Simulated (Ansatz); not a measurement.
# PbS: response to strain

PbS is deformed so: equal xx and yy strain of +3 %. What stress and forces result, by LAPW, PAW and all-electron datasets made for the crystal?

Method: DFT PBE, scalar-relativistic, in Ansatz 0.2.0.

**1. The system as given**

It takes space group Fm-3m (No. 225, cubic). Conventional cell: a = 5.930 Å, b = 5.930 Å, c = 5.930 Å, α = 90.00°, β = 90.00°, γ = 90.00°. Pb (site symmetry m-3m) has 6 S at 2.96 Å as nearest neighbours. S (site symmetry m-3m) is surrounded by 6 Pb at 2.96 Å.

Coordinates:

```cif
data_structure
_symmetry_space_group_name_H-M 'P 1'
_symmetry_Int_Tables_number 1
_cell_length_a 4.1931
_cell_length_b 4.1931
_cell_length_c 4.1931
_cell_angle_alpha 60.000
_cell_angle_beta 60.000
_cell_angle_gamma 60.000
_cell_volume 52.13
loop_
_atom_site_label
_atom_site_type_symbol
_atom_site_fract_x
_atom_site_fract_y
_atom_site_fract_z
_atom_site_occupancy
Pb1 Pb 0.00000 0.00000 0.00000 1
S1 S 0.50000 0.50000 0.50000 1
```

Atoms are numbered in the order of the input: Pb1, S2.

**2. The deformed structure**

Space group Fm-3m before, I4/mmm after.

**3. LAPW, all electrons**

input.yaml

```yaml
crystal:
  lattice:
    - [0.0, 3.05395, 2.965]
    - [3.05395, 0.0, 2.965]
    - [3.05395, 3.05395, 0.0]
  atoms:
    - { symbol: Pb, position: [0.0, 0.0, 0.0] }
    - { symbol: S, position: [0.5, 0.5, 0.5] }
kpoints:
  mp_grid: { grid: [8, 8, 8] }
  band_path:
    path:
      - [0.0, 0.0, 0.0]
      - [0.0, 0.5, 0.5]
      - [0.25, 0.75, 0.5]
      - [0.0, 0.5, 0.0]
      - [0.0, 0.0, 0.0]
      - [0.5, 0.5, 0.0]
      - [0.3826125, 0.6173875, 0.0]
      - [-0.3826125, 0.3826125, 0.0]
      - [0.0, 0.0, 0.0]
    npoints: 5
scf:
  occupations: { method: fermi_dirac, width: 0.01 }
hamiltonian:
  xc: pbe
  pseudopotentials: { kind: all_electron, lapw: { basis_error: 0.0005 } }
output:
  forces: true
  stress: true
  eigenvalues: true
```

Started as:

```console
$ ansatz run input.yaml --threads 1 --pin off --max-ram 3072MiB --backend cpu --events-out ev --progress --plain --runs-dir out
```

**4. Frozen-core PAW**

input.yaml

```yaml
crystal:
  lattice:
    - [0.0, 3.05395, 2.965]
    - [3.05395, 0.0, 2.965]
    - [3.05395, 3.05395, 0.0]
  atoms:
    - { symbol: Pb, position: [0.0, 0.0, 0.0] }
    - { symbol: S, position: [0.5, 0.5, 0.5] }
kpoints:
  mp_grid: { grid: [8, 8, 8] }
scf:
  occupations: { method: fermi_dirac, width: 0.01 }
hamiltonian:
  xc: pbe
  pseudopotentials: { kind: paw }
output:
  forces: true
  stress: true
  eigenvalues: true
  efg: { contact_densities: true }
```

**5. All-electron PAW on datasets made for the crystal**

Edit input.yaml of step 4 so:

```diff
@@ -14,3 +14,3 @@
   xc: pbe
-  pseudopotentials: { kind: paw }
+  pseudopotentials: { kind: all_electron, datasets: crystal }
 output:
```

(Steps that only read results are left out.)

Q: Predict the outcome of this session. Wanted: pressure; largest shear or deviatoric stress.

As calculated:

```
                                 quantity                                              value
                                 pressure  LAPW -0.86, PAW -0.87, crystal datasets -0.86 GPa
largest shear or deviatoric stress (LAPW)                                           2.05 GPa
```

In words: The largest part of the stress beyond the pressure is 2.05 GPa in size, in the zz component; the atoms are carried along and not relaxed. No run of the undeformed cell stands beside it, so the pressure holds what the given cell had before the change. PAW: stress within 0.01 GPa of LAPW. Crystal datasets: stress within 0.01 GPa of LAPW. Spin-orbit coupling is left out, though the cell holds Pb; in elements this heavy it can shift bands and gaps by tenths of an eV.

These are semilocal Kohn-Sham gaps, which aren't the measured quantity. Such gaps usually fall short of the measured ones; spin-orbit coupling, left out here, narrows gaps with Pb, so the two errors partly cancel.
